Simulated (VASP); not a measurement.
A run of VASP 6.6.1 is set up as follows.

File INCAR:

```
SYSTEM = Al
ALGO = Normal ; EDIFF = 1E-7
ENCUT = 700 ; GGA = PE
ISIF = 2 ; ISMEAR = 0
LASPH = .True. ; LCHARG = .False.
LREAL = .False. ; LWAVE = .False.
NBANDS = 8 ; NELM = 80
PREC = Accurate ; SIGMA = 0.1
```

Contents of KPOINTS:

```
k-points
0
Gamma
  18 18 18
  0 0 0
```

The input POSCAR:

```
Al                                      
1.0
    0.0000000000      1.9999319699      1.9999319699
    1.9999319699      0.0000000000      1.9999319699
    1.9999319699      1.9999319699      0.0000000000
  Al            
     1
Direct
     0.0000000000000000    0.0000000000000000    0.0000000000000000
```

Potentials or basis: VASP PAW PBE potentials, release 64 (Al).

Launch:

```console
$ cat potpaw_PBE.64/Al/POTCAR > POTCAR
$ mpirun -np 1 vasp_std > vasp.out
```

(1) Estimate the band gap on the k mesh.

(2) What does it give for the pressure?

Answers

(1) none (metal or under the smearing width).

(2) 2.5 GPa.
